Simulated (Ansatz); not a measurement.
TePb:

```
Pb Te
1.0
     0.00000    3.23100    3.23100
     3.23100    0.00000    3.23100
     3.23100    3.23100    0.00000
Pb Te
1 1
Direct
  0.00000 0.00000 0.00000
  0.50000 0.50000 0.50000
```

```yaml
Program: Ansatz 0.2.0
Task: relaxation of cell and atoms
Functional: RPBE
Dispersion: D3(BJ)
Potentials_or_basis: Ansatz PAW
Cutoff: "420 eV (not typed: the program's choice for these potentials)"
k_mesh: 7 × 7 × 7
Occupations: fermi-dirac, width 0.05 eV
Spin: no spin polarisation
```

At the start: volume 33.73 Å³/atom.

**Question.** How do energy, volume and symmetry change on relaxing?

**Answer.** It ends after 6 steps and the volume is 26.98 Å³/atom (-20.0 %); space group Fm-3m (No. 225, to 0.05 Å).

The path:
| step | energy change (eV) | largest force (eV/Å) | volume (Å³) |
| --- | --- | --- | --- |
| 1 | 0.0000 | 0.0000 | 67.46 |
| 2 | -0.4779 | 0.0000 | 58.07 |
| 3 | -0.5234 | 0.0000 | 51.82 |
| 4 | -0.5449 | 0.0000 | 54.15 |
| 5 | -0.5451 | 0.0000 | 53.96 |
| 6 | -0.5436 | 0.0000 | 53.96 |

Final structure:
```cif
data_structure
_symmetry_space_group_name_H-M 'P 1'
_symmetry_Int_Tables_number 1
_cell_length_a 4.2416
_cell_length_b 4.2416
_cell_length_c 4.2416
_cell_angle_alpha 60.000
_cell_angle_beta 60.000
_cell_angle_gamma 60.000
_cell_volume 53.96
loop_
_atom_site_label
_atom_site_type_symbol
_atom_site_fract_x
_atom_site_fract_y
_atom_site_fract_z
_atom_site_occupancy
Pb1 Pb 0.00000 0.00000 0.00000 1
Te1 Te 0.50000 0.50000 0.50000 1
```

Caveat: the volume moved by over 15 % at a fixed basis, so the end points are rough; the plane-wave basis is chosen anew once the cell has moved, so the energies of steps on either side of that aren't comparable; the volume moved by -20 % from the deposited cell, more than functionals usually miss; the PAW data sets come from PBE, with cores solved anew for the run's functional, which leaves a small shift of forces and pressure.
